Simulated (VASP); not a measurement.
A run of VASP 6.6.1:

File POSCAR:

```
CaSe
1.0
    0.0000000000      3.1623371057      3.1623371057
    3.1623371057      0.0000000000      3.1623371057
    3.1623371057      3.1623371057      0.0000000000
Se Ca
1 1
Direct
    0.2500000000      0.2500000000      0.2500000000
    0.0000000000      0.0000000000      0.0000000000
```

The input INCAR.step1:

```
SYSTEM = CaSe
PREC = Accurate ; ENCUT = 520
EDIFF = 1E-5 ; ISMEAR = -1
SIGMA = 0.05 ; LREAL = .False.
LASPH = .True. ; NELM = 100
ALGO = Normal ; ISIF = 2
LWAVE = .True. ; LCHARG = .False.
NBANDS = 15 ; GGA = PE
```

INCAR.step2

```
SYSTEM = CaSe
PREC = Accurate ; ENCUT = 520
EDIFF = 1E-6 ; ISMEAR = -1
SIGMA = 0.05 ; LREAL = .False.
LASPH = .True. ; NELM = 100
ALGO = Normal ; ISIF = 2
LWAVE = .False. ; LCHARG = .False.
METAGGA = TPSS ; LHFCALC = .True.
AEXX = 0.1 ; LMIXTAU = .True.
PRECFOCK = Fast ; HFRCUT = -1
IVDW = 13 ; VDW_S6 = 1.0
VDW_S8 = 1.8589775 ; VDW_A1 = 0.44286966
VDW_A2 = 4.60230534 ; NBANDS = 15
ISTART = 1
```

Contents of KPOINTS:

```
Automatic mesh
0
Gamma
  4 4 4
  0 0 0
```

File KPOINTS_OPT:

```
path GXWKGLUWLK,UX
8
line-mode
reciprocal
 0.0000000000  0.0000000000  0.0000000000  G
 0.5000000000  0.0000000000  0.5000000000  X

 0.5000000000  0.0000000000  0.5000000000  X
 0.5000000000  0.2500000000  0.7500000000  W

 0.5000000000  0.2500000000  0.7500000000  W
 0.3750000000  0.3750000000  0.7500000000  K

 0.3750000000  0.3750000000  0.7500000000  K
 0.0000000000  0.0000000000  0.0000000000  G

 0.0000000000  0.0000000000  0.0000000000  G
 0.5000000000  0.5000000000  0.5000000000  L

 0.5000000000  0.5000000000  0.5000000000  L
 0.6250000000  0.2500000000  0.6250000000  U

 0.6250000000  0.2500000000  0.6250000000  U
 0.5000000000  0.2500000000  0.7500000000  W

 0.5000000000  0.2500000000  0.7500000000  W
 0.5000000000  0.5000000000  0.5000000000  L

 0.5000000000  0.5000000000  0.5000000000  L
 0.3750000000  0.3750000000  0.7500000000  K

 0.6250000000  0.2500000000  0.6250000000  U
 0.5000000000  0.0000000000  0.5000000000  X
```

Potentials or basis: VASP PAW PBE potentials, release 64 (Se, Ca_sv).

Run with:

```console
$ cat potpaw_PBE.64/Se/POTCAR potpaw_PBE.64/Ca_sv/POTCAR > POTCAR
$ cp INCAR.step1 INCAR
$ mpirun -np 1 vasp_std > vasp.out
$ cp INCAR.step2 INCAR
$ mpirun -np 1 vasp_std > vasp.out
```

Hardware: 1 thread of Intel(R) Xeon(R) Platinum 8559C (Emerald Rapids) (shared host).

Q: How long does it take, and how much memory?

A: Wall time 23 min on 1 thread of Intel(R) Xeon(R) Platinum 8559C (Emerald Rapids), with other jobs on the host, peak memory 0.23 GiB. Counts: scf iterations 91, k points 8.
